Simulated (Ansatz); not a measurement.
Runs of Ansatz 0.2.0 on Fe. It takes space group Fmmm (No. 69, orthorhombic). The conventional cell has a = 2.997 Å, b = 3.883 Å, c = 3.930 Å, α = 90.00°, β = 90.00°, γ = 90.00°. Fe (site symmetry mmm) is surrounded by 12 Fe at 2.45 to 2.76 Å. 

```csv
task,potentials or basis,spin,cutoff (eV),basis error allowed,gap on the mesh (eV),pressure (GPa),moment (μB)
single point,"all-electron LAPW, scalar-relativistic",off,316,0.001 eV/atom,none,-29.0,-
band structure,"all-electron LAPW, non-relativistic","collinear, ferromagnetic start",316,0.001 eV/atom,-,-6.7,(a)
band structure,all-electron PAW datasets made for the crystal,"collinear, ferromagnetic start",320,-,-,-10.5,2.17
single point,"all-electron LAPW, scalar-relativistic","collinear, ferromagnetic start",316,0.001 eV/atom,none,-10.5,2.17
```

Alike in all rows: level PBEsol; cell as given; k mesh 13 × 13 × 13; smearing fermi-dirac 0.05 eV.

**Question.** Fill in the values left out.

**Answer.** (a) 2.20.

Caveats: a pressure of tens of GPa on the cell as given is suspect, and the run, the potentials or the cell itself is likely at fault (some runs); the program warned that the printed levels may be off, so bands, gaps and densities of states are rough (some runs).

A k mesh can miss the band edges.

A gap of «none» marks a metal or a gap under the smearing width.

Not every run made on this cell is shown here.
